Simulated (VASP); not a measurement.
Wanted: the native input for a VASP 6.6.1 run.

```yaml
Task: relaxation of cell and atoms
Functional: PBEsol
Potentials_or_basis: VASP PAW PBE potentials, release 64 (Cd, Ge_d, As)
Cutoff: 600 eV
k_mesh: 8 × 8 × 8
Occupations: gaussian, width 0.03 eV
Spin: no spin polarisation
Further_INCAR_settings: ALGO = Normal; EDIFF = 1e-07; IBRION = 2; EDIFFG = -0.005; NSW = 90; ISIF = 3
```

The structure of CdGeAs2 lies in POSCAR:

```
CdGeAs2                                 
1.0
   -2.9768871240      2.9768871240      5.6544552050
    2.9768871240     -2.9768871240      5.6544552050
    2.9768871240      2.9768871240     -5.6544552050
  Cd              Ge              As            
     2     2     4
Direct
     0.2500000000000000    0.7500000000000000    0.5000000000000000
     0.5000000000000000    0.5000000000000000    0.0000000000000000
     0.0000000000000000    0.0000000000000000    0.0000000000000000
     0.7500000000000000    0.2500000000000000    0.5000000000000000
     0.8750000000000000    0.3494755787843355    0.9744755787843353
     0.6505244212156647    0.6250000000000000    0.5255244212156647
     0.3750000000000000    0.9005244212156647    0.0255244212156646
     0.0994755787843354    0.1250000000000000    0.4744755787843355
```

The cell is a database's computed one.

One way to write it, as run:

INCAR

```
SYSTEM = CdGeAs2
PREC = Accurate
ENCUT = 600
EDIFF = 1E-7
ISMEAR = 0
SIGMA = 0.03
LREAL = .FALSE.
LASPH = .TRUE.
NELM = 80
ALGO = Normal
ISIF = 3
LWAVE = .FALSE.
LCHARG = .FALSE.
GGA = PS
IBRION = 2
NSW = 90
EDIFFG = -0.005
KPAR = 2
```

KPOINTS

```
regular mesh
0
G
  8 8 8
  0 0 0
```

Potentials or basis: VASP PAW PBE potentials, release 64 (Cd, Ge_d, As).

The run is started by

```bash
$ cat potpaw_PBE.64/Cd/POTCAR potpaw_PBE.64/Ge_d/POTCAR potpaw_PBE.64/As/POTCAR > POTCAR
$ mpirun -np 2 vasp_std > vasp.out
```

Results of the run:

* Energy gained by relaxing: 0.0 meV/atom
* Ionic steps: 4
* Pressure after relaxing: 0.0 GPa
* Band gap on the k mesh: 0.13 eV, indirect (least direct gap 0.21 eV)

Caveat: the PAW data sets were made with another functional, which shifts forces and pressure a little.

Wall time 16 min on 2 MPI ranks on Intel(R) Xeon(R) Platinum 8375C CPU @ 2.90GHz (Ice Lake) (shared host), peak memory 0.85 GiB a rank.
